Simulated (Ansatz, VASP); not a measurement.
Two plane-wave programs on C

```
C
1.0
     2.12732   -1.22828    0.00000
     2.12732    1.22828    0.00000
    -1.37907    0.00000    3.50283
C
2
Direct
  0.83336 0.83336 0.00009
  0.16664 0.16664 0.99991
```

This is a stacking variant of graphite.

Alike in both runs: task single point; functional LDA; k mesh 14 × 14 × 8; no spin polarisation.

|  | VASP | Ansatz |
| --- | --- | --- |
| version | VASP 6.6.1 | Ansatz 0.2.0 |
| potentials or method | VASP PAW LDA potentials, release 64 (C) | plane waves, PAW |
| plane-wave cutoff (eV) | 520 | 550 |
| occupations | methfessel-paxton of order 1, width 0.1 eV | cold, width 0.1 eV |
| valence electrons in the cell | 8 | 8 |

```csv
,VASP,Ansatz,Ansatz less VASP
pressure (GPa),-3.4,-4.1,-0.75
largest component of the traceless stress (GPa),2.22,3.10,+0.880
```
